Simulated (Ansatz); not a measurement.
# Li: the cost of one run

Computed with Ansatz 0.2.0 (DFT PBE+D3(BJ), scalar-relativistic, plane waves, PAW, unless a step's input says otherwise).

4 further runs of the same task are left out: 1 that didn't finish, 3 set aside as unsound or not needed.

## (1) Starting point

Symmetry: C2/m, No. 12, monoclinic system. The conventional cell has a = 8.145 Å, b = 14.107 Å, c = 8.145 Å, α = 90.00°, β = 109.47°, γ = 90.00°. Li (site symmetry m) has 7 Li at 2.88 Å as nearest neighbours. Around Li (site symmetry m) lie 8 Li at 2.88 Å. Li (site symmetry 2/m) has 8 Li at 2.88 Å as nearest neighbours. Li (site symmetry 1) has 8 Li at 2.88 Å as nearest neighbours. Around Li (site symmetry 1) lie 7 Li at 2.88 Å. Around Li (site symmetry 2) lie 8 Li at 2.88 Å. Only part of the 9 independent sites is listed.

Structure file:

```
CELL_PARAMETERS angstrom
-6.65010 3.32505 -3.32505
-3.32505 -3.32505 -6.65010
-6.65010 -3.32505 3.32505
ATOMIC_POSITIONS crystal
Li 0.91667 0.66667 0.25000
Li 0.41667 0.66667 0.75000
Li 0.54167 0.66667 0.37500
Li 0.66667 0.66667 0.00000
Li 0.04167 0.66667 0.87500
Li 0.16667 0.66667 0.50000
Li 0.29167 0.66667 0.12500
Li 0.70833 0.33333 0.87500
Li 0.83333 0.33333 0.50000
Li 0.95833 0.33333 0.12500
Li 0.45833 0.33333 0.62500
Li 0.58333 0.33333 0.25000
Li 0.08333 0.33333 0.75000
Li 0.20833 0.33333 0.37500
Li 0.33333 0.33333 0.00000
Li 0.75000 0.00000 0.75000
Li 0.87500 0.00000 0.37500
Li 0.37500 0.00000 0.87500
Li 0.50000 0.00000 0.50000
Li 0.62500 0.00000 0.12500
Li 0.12500 0.00000 0.62500
Li 0.25000 0.00000 0.25000
Li 0.00000 0.00000 0.00000
```

It is built from the cell relaxed beforehand with the same method (18.38 Å³/atom).

## (2) The vacancy and the jump

The supercell lacks one Li atom, at fractional position (0.792, 0.667, 0.625), and holds 23 atoms. Atom 9 (Li), 2.88 Å away, is to jump into the empty site. The cell is fixed.

## (3) Relaxing around the vacancy

Input file input.yaml:

```yaml
crystal:
  lattice:
    - [-6.6501031448, 3.3250515724, -3.3250515724]
    - [-3.3250515724, -3.3250515724, -6.6501031448]
    - [-6.6501031448, -3.3250515724, 3.3250515724]
  atoms:
    - { symbol: Li, position: [0.9166666667, 0.6666666667, 0.25] }
    - { symbol: Li, position: [0.4166666667, 0.6666666667, 0.75] }
    - { symbol: Li, position: [0.5416666667, 0.6666666667, 0.375] }
    - { symbol: Li, position: [0.6666666667, 0.6666666667, 0.0] }
    - { symbol: Li, position: [0.0416666667, 0.6666666667, 0.875] }
    - { symbol: Li, position: [0.1666666667, 0.6666666667, 0.5] }
    - { symbol: Li, position: [0.2916666667, 0.6666666667, 0.125] }
    - { symbol: Li, position: [0.7083333333, 0.3333333333, 0.875] }
    - { symbol: Li, position: [0.8333333333, 0.3333333333, 0.5] }
    - { symbol: Li, position: [0.9583333333, 0.3333333333, 0.125] }
    - { symbol: Li, position: [0.4583333333, 0.3333333333, 0.625] }
    - { symbol: Li, position: [0.5833333333, 0.3333333333, 0.25] }
    - { symbol: Li, position: [0.0833333333, 0.3333333333, 0.75] }
    - { symbol: Li, position: [0.2083333333, 0.3333333333, 0.375] }
    - { symbol: Li, position: [0.3333333333, 0.3333333333, 0.0] }
    - { symbol: Li, position: [0.75, 0.0, 0.75] }
    - { symbol: Li, position: [0.875, 0.0, 0.375] }
    - { symbol: Li, position: [0.375, 0.0, 0.875] }
    - { symbol: Li, position: [0.5, 0.0, 0.5] }
    - { symbol: Li, position: [0.625, 0.0, 0.125] }
    - { symbol: Li, position: [0.125, 0.0, 0.625] }
    - { symbol: Li, position: [0.25, 0.0, 0.25] }
    - { symbol: Li, position: [0.0, 0.0, 0.0] }
basis:
  ecutwfc: 420
kpoints:
  mp_grid: { grid: [4, 4, 4] }
hamiltonian:
  xc: pbe
  dispersion: d3bj
scf:
  occupations: { method: gaussian, width: 0.1 }
output:
  forces: true
  stress: true
  eigenvalues: true
  write_density: true
  write_potential: true
  elf: true
  volumetric_format: npy
relax:
  adjacent_minimum: "off"
  f_tol: 0.02
  max_steps: 50
```

Started as:

```console
$ ansatz run input.yaml --threads 4 --pin off --max-ram 9216MiB --backend cpu --events-out ev --progress --plain --runs-dir out
```

**Question.** How long does this run take on 4 threads of Arm Neoverse V2, shared host, and how much memory does it need?

About 73 s, with a peak of 1.2 GiB.
